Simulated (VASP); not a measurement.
# Ir (Fm-3m) in VASP: notebook

The runs below take Ir through relaxation of cell and atoms, with PBE, PBEsol.

All numbers are computed with VASP 6.6.1; they aren't measurements. Logs are shortened: lines on timing, memory, paths and dates and some standing lists are left out, and cuts for length are marked.

## (1) Starting point

The structure is cubic, space group Fm-3m (No. 225). The conventional cell has a = 3.831 Å, b = 3.831 Å, c = 3.831 Å, α = 90.00°, β = 90.00°, γ = 90.00°. Ir (site symmetry m-3m) is surrounded by 12 Ir at 2.71 Å.

## (2) Relaxation of cell and atoms, PBE

Input file INCAR:

```
PREC     = Accurate       # precision mode
ENCUT    = 600            # plane-wave cutoff, eV
EDIFF    = 1E-6           # SCF threshold, eV
ISMEAR   = 1              # smearing method
SIGMA    = 0.1            # smearing width, eV
LREAL    = F              # projectors in reciprocal space
LASPH    = T              # aspherical terms in the spheres
NELM     = 80             # most SCF steps
ALGO     = Normal         # electronic algorithm
ISIF     = 3              # what is computed and relaxed
LWAVE    = F              # write WAVECAR
LCHARG   = F              # write CHGCAR
GGA      = PE             # functional
IBRION   = 2              # ionic algorithm
NSW      = 90             # ionic steps
EDIFFG   = -0.01          # ionic threshold
KPAR     = 2
```

Input file KPOINTS:

```
Automatic mesh
0
Gamma
  16 16 16
```

Input file POSCAR:

```
Ir
1.0
    0.0000000000      1.9156000000      1.9156000000
    1.9156000000      0.0000000000      1.9156000000
    1.9156000000      1.9156000000      0.0000000000
Ir
1
Direct
    0.0000000000      0.0000000000      0.0000000000
```

Potentials or basis: VASP PAW PBE potentials, release 64 (Ir).

Launch:

```
cat potpaw_PBE.64/Ir/POTCAR > POTCAR
mpirun -np 2 vasp_std > vasp.out
```

OUTCAR:

```text
PREC = Accurate
   ENCUT = 600
   EDIFF = 1E-6
   ISMEAR = 1
   LREAL = F
   LASPH = T
   NELM = 80
   ISIF = 3
   GGA = PE
   IBRION = 2
   NSW = 90
   EDIFFG = -0.01

 ion  position               nearest neighbor table
   1  0.000  0.000  0.000-

  LATTYP: Found a face centered cubic cell.
 ALAT       =     3.8312000000

  Lattice vectors:

 A1 = (   0.0000000000,   1.9156000000,   1.9156000000)
 A2 = (   1.9156000000,   0.0000000000,   1.9156000000)
 A3 = (   1.9156000000,   1.9156000000,   0.0000000000)

Analysis of symmetry for initial positions (statically):
=====================================================================
 Subroutine PRICEL returns:
 Original cell was already a primitive cell.

 Routine SETGRP: Setting up the symmetry group for a
 face centered cubic supercell.

 Subroutine GETGRP returns: Found 48 space group operations
 (whereof 48 operations were pure point group operations)
 out of a pool of 48 trial point group operations.

The static configuration has the point symmetry O_h .

Analysis of symmetry for dynamics (positions and initial velocities):
=====================================================================
 Subroutine PRICEL returns:
 Original cell was already a primitive cell.

 Routine SETGRP: Setting up the symmetry group for a
 face centered cubic supercell.

 Subroutine GETGRP returns: Found 48 space group operations
 (whereof 48 operations were pure point group operations)
 out of a pool of 48 trial point group operations.

The dynamic configuration has the point symmetry O_h .

 Subroutine INISYM returns: Found 48 space group operations
 (whereof 48 operations are pure point group operations),
 and found     1 'primitive' translations

----------------------------------------------------------------------------------------

                                     Primitive cell

  volume of cell :      14.0587

  direct lattice vectors                    reciprocal lattice vectors
     0.000000000  1.915600000  1.915600000    -0.261014826  0.261014826  0.261014826
     1.915600000  0.000000000  1.915600000     0.261014826 -0.261014826  0.261014826
     1.915600000  1.915600000  0.000000000     0.261014826  0.261014826 -0.261014826

  length of vectors
     2.709067500  2.709067500  2.709067500     0.452090940  0.452090940  0.452090940

  position of ions in fractional coordinates (direct lattice)
     0.000000000  0.000000000  0.000000000

  ion indices of the primitive-cell ions
   primitive index   ion index
                 1           1

----------------------------------------------------------------------------------------

 KPOINTS: Automatic mesh

Automatic generation of k-mesh.
 Grid dimensions read from file:
 generate k-points for:   16   16   16

 Generating k-lattice:

  Cartesian coordinates                     Fractional coordinates (reciprocal lattice)
    -0.016313427  0.016313427  0.016313427     0.062500000  0.000000000  0.000000000
     0.016313427 -0.016313427  0.016313427     0.000000000  0.062500000  0.000000000
     0.016313427  0.016313427 -0.016313427     0.000000000  0.000000000  0.062500000

  Length of vectors
     0.028255684  0.028255684  0.028255684

  Shift w.r.t. Gamma in fractional coordinates (k-lattice)
     0.000000000  0.000000000  0.000000000

 Subroutine IBZKPT returns following result:
 ===========================================

 Found    145 irreducible k-points:

 Following reciprocal coordinates:
            Coordinates               Weight
  0.000000  0.000000  0.000000      1.000000
  0.062500  0.000000  0.000000      8.000000
  0.125000  0.000000  0.000000      8.000000
  0.187500  0.000000  0.000000      8.000000
  0.250000  0.000000  0.000000      8.000000
  0.312500  0.000000  0.000000      8.000000
[... 16 lines left out ...]
 -0.125000  0.062500  0.000000     24.000000
 -0.062500  0.062500  0.000000     12.000000
 [... further k-points ...]
   k-points           NKPTS =    145   k-points in BZ     NKDIM =    145   number of bands    NBANDS=      8
   number of dos      NEDOS =    301   number of ions     NIONS =      1
   total plane-waves  NPLWV =  13824
   dimension x,y,z NGX =    24 NGY =   24 NGZ =   24
   dimension x,y,z NGXF=    48 NGYF=   48 NGZF=   48
   ions per type =               1
   NGX,Y,Z   is equivalent  to a cutoff of  14.73, 14.73, 14.73 a.u.
   NGXF,Y,Z  is equivalent  to a cutoff of  29.46, 29.46, 29.46 a.u.
 SYSTEM =  unknown system
   PREC   = accura    normal or accurate (medium, high low for compatibility)
   ISTART =      0    job   : 0-new  1-cont  2-samecut
   ICHARG =      2    charge: 1-file 2-atom 10-const
   ISPIN  =      1    spin polarized calculation?
   LNONCOLLINEAR =      F non collinear calculations
   LSORBIT =      F    spin-orbit coupling
   LASPH  =      T    aspherical Exc in radial PAW
   ENCUT  =  600.0 eV  44.10 Ry    6.64 a.u.   5.41  5.41  5.41*2*pi/ulx,y,z
   NELM   =     80;   NELMIN=  2; NELMDL= -5     # of ELM steps
   EDIFF  = 0.1E-05   stopping-criterion for ELM
   LREAL  =      F    real-space projection
   EDIFFG = -.1E-01   stopping-criterion for IOM
   NSW    =     90    number of steps for IOM
   IBRION =      2    ionic relax: 0-MD 1-quasi-New 2-CG
   NFREE  =      1    steps in history (QN), initial steepest desc. (CG)
   ISIF   =      3    stress and relaxation
   ISYM   =      2    0-nonsym 1-usesym 2-fastsym
   POTIM  = 0.5000    time-step for ionic-motion
   TEBEG  =    0.0;   TEEND  =   0.0 temperature during run
   PSTRESS=    0.0 pullay stress
   NELECT =       9.0000    total number of electrons
   NUPDOWN=      -1.0000    fix difference up-down
   EMIN   =  10.00;   EMAX   =-10.00  energy-range for DOS
   EFERMI =   0.00;   METHOD = LEGACY
   ISMEAR =     1;   SIGMA  =   0.10  broadening in eV -4-tet -1-fermi 0-gaus
   EFERMI_NEDOS =   21; number of points for ismear=-14 and -15
   IALGO  =     38    algorithm
   IMIX   =      4    mixing-type and parameters
     AMIX     =   0.40;   BMIX     =  1.00
     AMIX_MAG =   1.60;   BMIX_MAG =  1.00
  volume/ion in A,a.u.               =      14.06        94.87
  Fermi-wavevector in a.u.,A,eV,Ry     =   1.410937  2.666284 27.085691  1.990742
  Thomas-Fermi vector in A             =   2.532839
   LORBIT       =      0    0 simple, 1 ext, 2 COOP (PROOUT), +10 PAW based schemes
   GGA     = PE    functional components
   LHFCALC =     F    Hartree Fock is set to
   AEXX    =    0.0000 exact exchange contribution
   IVDW    =     0    specifies the selected vdW correction
   LEPSILON=     F    determine dielectric tensor
   LRPA    =     F    only Hartree local field effects (RPA)
 conjugate gradient relaxation of ions
 non-spin polarized calculation
 Methfessel and Paxton  Order N= 1 SIGMA  =   0.10
  energy-cutoff  :      600.00
  volume of cell :       14.06
 maximum number of plane-waves:       493
 NGX is ok and might be reduce to    24
   NGX = 11   NGY = 11   NGZ = 11

--------------------------------------- Ionic step        1  -------------------------------------------

 number of electron       9.0000000 magnetization

 Free energy of the ion-electron system (eV)
  ---------------------------------------------------
  ext. energy  EPLUGINS =         0.00000000
  ---------------------------------------------------
  free energy    TOTEN  =        -8.82332613 eV

  energy without entropy =       -8.82300922  energy(sigma->0) =       -8.82322049

 E-fermi :  10.5132     XC(G=0): -14.0241

 val. band max:       10.5090666953   @ k =   0.3125   0.2500   0.0625
 cond. band min:      10.5146727230   @ k =   0.3750   0.0625   0.0000
 fundamental gap:      0.0056060276
 Fermi energy:        10.5131795706

 k-point     1 :       0.0000    0.0000    0.0000
  band No.  band energies     occupation
      1      -0.6720      2.00000
      2       6.5978      2.00000
      3       6.5978      2.00000
      4       6.5978      2.00000
      5       9.3155      2.00000
      6       9.3155      2.00000
      7      24.8265      0.00000
      8      30.4520      0.00000

 k-point     2 :       0.0625    0.0000    0.0000
  band No.  band energies     occupation
      1      -0.4971      2.00000
      2       6.5040      2.00000
      3       6.6740      2.00000
      4       6.6740      2.00000
      5       9.2662      2.00000
      6       9.2662      2.00000
      7      25.1301      0.00000
      8      29.5392      0.00000
[... 334 lines left out ...]
 POSITION                                       TOTAL-FORCE (eV/Angst)
 -----------------------------------------------------------------------------------
      0.00000      0.00000      0.00000         0.000000      0.000000      0.000000
 -----------------------------------------------------------------------------------
    total drift:                               -0.000000      0.000000      0.000000

  FREE ENERGIE OF THE ION-ELECTRON SYSTEM (eV)
  ---------------------------------------------------
  free  energy   TOTEN  =        -8.8410857680 eV

  energy  without entropy=       -8.8407837613  energy(sigma->0) =       -8.84098510

--------------------------------------- Ionic step        4  -------------------------------------------

 number of electron       9.0000000 magnetization

 Free energy of the ion-electron system (eV)
  ---------------------------------------------------
  ext. energy  EPLUGINS =         0.00000000
  ---------------------------------------------------
  free energy    TOTEN  =        -8.84114260 eV

  energy without entropy =       -8.84083992  energy(sigma->0) =       -8.84104170

 E-fermi :   9.9384     XC(G=0): -13.8268

 val. band max:        9.9296777317   @ k =   0.3125   0.2500   0.0625
 cond. band min:       9.9435237945   @ k =   0.3750   0.0625   0.0000
 fundamental gap:      0.0138460628
 Fermi energy:         9.9384222369

 k-point     1 :       0.0000    0.0000    0.0000
  band No.  band energies     occupation
      1      -0.8868      2.00000
      2       6.2205      2.00000
      3       6.2205      2.00000
      4       6.2205      2.00000
      5       8.7975      2.00000
      6       8.7975      2.00000
      7      24.3192      0.00000
      8      29.7469      0.00000

 k-point     2 :       0.0625    0.0000    0.0000
  band No.  band energies     occupation
      1      -0.7180      2.00000
      2       6.1320      2.00000
      3       6.2931      2.00000
      4       6.2931      2.00000
      5       8.7517      2.00000
      6       8.7517      2.00000
      7      24.6070      0.00000
      8      28.8466      0.00000
[... 264 lines left out ...]
 POSITION                                       TOTAL-FORCE (eV/Angst)
 -----------------------------------------------------------------------------------
      0.00000      0.00000      0.00000         0.000000      0.000000      0.000000
 -----------------------------------------------------------------------------------
    total drift:                               -0.000000      0.000000      0.000000

  FREE ENERGIE OF THE ION-ELECTRON SYSTEM (eV)
  ---------------------------------------------------
  free  energy   TOTEN  =        -8.8411425956 eV

  energy  without entropy=       -8.8408399231  energy(sigma->0) =       -8.84104170

 reached required accuracy - stopping structural energy minimisation
```

It took 17 s on 2 MPI ranks of Intel Xeon Platinum 8488C (Sapphire Rapids), shared host; peak memory 0.15 GiB.

What came out:

```yaml
Free_energy: -8.8411 eV
Relaxed_volume: 14.53 Å³/atom
Relaxed_cell: a = 2.739 Å, b = 2.739 Å, c = 2.739 Å, α = 60.00°, β = 60.00°, γ = 60.00°
Space_group_after_relaxing_to_0.05_Å: Fm-3m (No. 225)
Energy_gained_by_relaxing: 17.8 meV/atom
Ionic_steps: 4
Pressure_after_relaxing: -0.1 GPa
Band_gap_on_the_k_mesh: none (metal or under the smearing width)
```

The path:
```
step  energy change (eV)  largest force (eV/Å)  pressure (GPa)  volume (Å³)
   1              0.0000                0.0000           12.55        14.06
   2              0.1900                0.0000          -31.03        16.42
   3             -0.0178                0.0000           -0.63        14.56
   4             -0.0178                0.0000           -0.07        14.53
```

Final structure:
```
Ir
1.0
     0.00000    1.93691    1.93691
     1.93691    0.00000    1.93691
     1.93691    1.93691    0.00000
Ir
1
Direct
  0.00000 0.00000 0.00000
```

The run has no spin-orbit coupling, so splittings on Ir are missing. PBE usually gives volumes a little too large and moduli too small.

[end of part 1 of 2]
